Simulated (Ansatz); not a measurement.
# simple cubic against fcc along groups 8 to 10

Theory: DFT, r2SCAN, plane waves (500 eV) with PAW, scalar-relativistic (Ansatz 0.2.0). The PAW files were generated under PBE, with cores re-solved for the functional.

Each structure is relaxed within its symmetry, in the lowest magnetic state of the tried starts. Differences under about 8 meV lie within the error of the k-point mesh.

Real palladium is paramagnetic; a moment here is an artefact of the functional.

```tsv
element	E(simple cubic) − E(fcc) (meV/atom)	V(simple cubic) (Å³/atom)	V(fcc) (Å³/atom)	state of simple cubic	state of fcc
Fe	678	14.04	12.19	ferromagnetic	ferromagnetic
Ru	1045	15.47	13.57	spin not included	spin not included
Os	1464	16.38	14.08	spin not included	spin not included
Co	773	12.60	10.85	ferromagnetic	ferromagnetic
Rh	796	15.86	13.72	non-magnetic	non-magnetic
Ir	1034	16.64	14.21	non-magnetic	non-magnetic
Pd	495	17.32	14.98	non-magnetic	ferromagnetic
Pt	434	17.66	15.30	spin not included	spin not included
```
